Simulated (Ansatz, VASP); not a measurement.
NaF (Villiaumite) in VASP and in Ansatz

```xyz
2
Lattice="0.0000 2.3151 2.3151 2.3151 0.0000 2.3151 2.3151 2.3151 0.0000" Properties=species:S:1:pos:R:3 pbc="T T T"
Na    0.0000    0.0000    0.0000
F     2.3151    2.3151    2.3151
```

Alike in both runs: functional PBEsol; k mesh 8 × 8 × 8; occupations gaussian, width 0.02 eV; no spin polarisation.

Ansatz relaxed the structure, and its values are those at the end. VASP's run is a single point on that final structure, the one shown.

```csv
,VASP,Ansatz
version,VASP 6.6.1,Ansatz 0.2.0
potentials or method,"VASP PAW PBE potentials, release 64 (Na_pv, F)","scalar-relativistic, plane waves, PAW"
plane-wave cutoff (eV),520,420
valence electrons in the cell,14,16
```

Ansatz gave:

| Quantity | Value |
| --- | --- |
| gap on the k mesh at the Fermi level (eV) | 6.19 |
| least direct gap on the mesh (eV) | 6.19 |
| pressure (GPa) | 0.0 |

Problem. What did VASP give for the same quantities?

Solution. gap on the k mesh at the Fermi level (eV): 6.17; least direct gap on the mesh (eV): 6.17; pressure (GPa): -0.1.

The functional is the same, so the differences come from potentials, cutoffs and numerics. The two sets of potentials don't hold the same shells in valence.

Caveats: the PAW data sets were made with another functional, which shifts forces and pressure a little (VASP).
